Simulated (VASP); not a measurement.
Here is a VASP 6.6.1 calculation.

Contents of INCAR:

```
PREC = Accurate ; ENCUT = 600
EDIFF = 1E-7 ; ISMEAR = 0
SIGMA = 0.03 ; LREAL = F
LASPH = T ; NELM = 80
ALGO = Normal ; ISIF = 3
LWAVE = F ; LCHARG = F
GGA = MK ; LUSE_VDW = T
AGGAC = 0.0 ; PARAM1 = 0.1234
PARAM2 = 0.711357 ; ZAB_VDW = -1.8867
IBRION = 2 ; NSW = 90
EDIFFG = -0.005 ; KPAR = 2
```

KPOINTS

```
Automatic mesh
0
Gamma
  12 12 3
```

File POSCAR:

```
MoS2                                    
1.0
    3.1675334954     -0.0000000000     -0.0000000000
   -1.5837667477      2.7431644744      0.0000000000
   -0.0000000000      0.0000000000     12.3421891146
  Mo              S             
     2     4
Direct
     0.3333333332999970    0.6666666667000030    0.2500000000000000
     0.6666666667000030    0.3333333332999970    0.7500000000000000
     0.3333333332999970    0.6666666667000030    0.6228959122189894
     0.6666666667000030    0.3333333332999970    0.1228959122189895
     0.3333333332999970    0.6666666667000030    0.8771040877810106
     0.6666666667000030    0.3333333332999970    0.3771040877810106
```

Potentials or basis: VASP PAW PBE potentials, release 64 (Mo_sv, S).

Launch:

```bash
$ cat potpaw_PBE.64/Mo_sv/POTCAR potpaw_PBE.64/S/POTCAR > POTCAR
$ mpirun -np 2 vasp_std > vasp.out
```

Task: Estimate the band gap on the k mesh.

Result: 0.87 eV, indirect (least direct gap 1.67 eV).

Final structure:
```
Mo S
1.0
     3.16753    0.00000    0.00000
    -1.58377    2.74316    0.00000
     0.00000    0.00000   12.34219
Mo S
2 4
Direct
  0.33333 0.66667 0.25000
  0.66667 0.33333 0.75000
  0.33333 0.66667 0.62290
  0.66667 0.33333 0.12290
  0.33333 0.66667 0.87710
  0.66667 0.33333 0.37710
```

Caveat: the relaxation stopped at its first step, so nothing moved; an odd mesh through Γ misses points on the zone boundary, where band edges often lie.
